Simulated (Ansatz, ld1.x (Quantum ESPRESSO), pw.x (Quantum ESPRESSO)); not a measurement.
**Sc (Z = 21): does the TM potential hold in the solid?**

Sc, norm-conserving Troullier–Martins (Kleinman–Bylander form), made with ld1.x (Quantum ESPRESSO) 7.5 (PBE, scalar-relativistic). Core [Ar], reference 3d1 4s2 4p0. Waves: 4s (bound): rc 3.20 bohr; 4p (bound, empty): rc 3.80 bohr; 3d (bound): rc 2.20 bohr. Local part: all-electron potential smoothed inside 2.48 bohr (lloc = -1). Core correction: a·sin(br)/r model core inside 1.20 bohr.

Crystal test: bcc Sc in pw.x 7.5, no spin, 13³ k-points, Fermi–Dirac smearing 0.01 Ry, cutoffs 60/240 Ry. The reference is all-electron LAPW (Ansatz 0.2.0) with the same functional, mesh and smearing; V0 and B0 come from Birch–Murnaghan fits to the pressures at five volumes. Errors are pseudo minus all-electron; Δ is the rms difference of the E(V) curves that follow from these fits, minima aligned, over ±6 % about the mean V0. Mesh and smearing are coarse, so the numbers serve the comparison and aren't converged zero-temperature values; the lattice is a test structure that the element need not adopt.

```
V (Å³/atom)  P all-electron (GPa)  P pseudo (GPa)
     23.762                  2.92            1.54
     24.388                  1.38            0.06
     25.013                  0.01           -1.24
     25.638                 -1.23           -2.42
     26.264                 -2.35           -3.48
```

All-electron: a0 = 3.685 Å (V0 = 25.02 Å³/atom), B0 = 52.2 GPa.

Pseudopotential: mean pressure error (GPa): -1.25; a0 (Å): 3.655; a0 error (%): -0.80; B0 error (%): +3.4; Δ (meV/atom): 6.9. The largest radius (3.80 bohr) exceeds half the bond length (3.01 bohr), so the spheres overlap, which is one possible source of error among others. This is a poor potential for the solid. Note: ghost state, extra bound levels that the all-electron valence spectrum of the same l lacks: s at -0.22 eV. A true bound ghost makes a file unfit for plane-wave use. Atomic configuration tests: 2 of 7 tests not solved or not reliable. The logarithmic derivative shows an extra or strongly shifted pseudo pole above the reference energy (s near -0.02 Ry, p near 1.84 Ry).

Q: At the middle volume, how do free energy and pressure move when the wave cutoff is lowered (ecutrho kept at four times it)?

A:

| cutoff (Ry) | shift of F (meV/atom) | shift of P (GPa) |
| --- | --- | --- |
| 27 | +1144.2 | -19.03 |
| 36 | +187.1 | -6.57 |
| 48 | +6.4 | -0.38 |

The run at the middle volume (84 k-points, 8 iterations) took about 10 s on one core of a shared host (Neoverse-V1, 32 threads, 247 GiB, load 18).
